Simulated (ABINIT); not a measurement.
The system is HfB2.

```
Hf B
1.0
     0.00000    2.71608    2.71608
     2.71608    0.00000    2.71608
     2.71608    2.71608    0.00000
Hf B
1 2
Direct
  0.00000 0.00000 0.00000
  0.25000 0.25000 0.25000
  0.75000 0.75000 0.75000
```

The cell was built by a generator and needn't be a form met in nature.

- Program: ABINIT 10.8.3 (patched build)
- Task: single point
- Functional: PBE
- Potentials or basis: JTH PAW PBE v2.0
- Cutoff: 517 eV
- k mesh: 9 × 9 × 9
- Occupations: fermi-dirac, width 0.05 eV
- Spin: no spin polarisation

On this cell: pressure 0.7 GPa; largest force zero by symmetry; band gap on the k mesh none (metal or under the smearing width).

The same run follows on a disturbed copy (atoms moved at random, drawn with an rms of 0.05 Å):

```
Hf B
1.0
     0.00000    2.71608    2.71608
     2.71608    0.00000    2.71608
     2.71608    2.71608    0.00000
Hf B
1 2
Direct
  0.99959 0.99648 0.00680
  0.24715 0.25315 0.25155
  0.75133 0.76006 0.75052
```

Task: What changes?

Result: The energy (extrapolated to zero smearing) moves by +2.8 meV/atom; pressure 0.8 GPa; largest force 0.507 eV/Å; band gap on the k mesh none (metal or under the smearing width).

Forces in eV/Å, atoms in the order of the input:
```
Hf   0.178 -0.239  0.410
B   -0.090  0.135 -0.192
B   -0.088  0.104 -0.218
```

Stress tensor (GPa, compression positive):
```
0.80 1.47 0.51
1.47 0.80 0.76
0.51 0.76 0.75
```
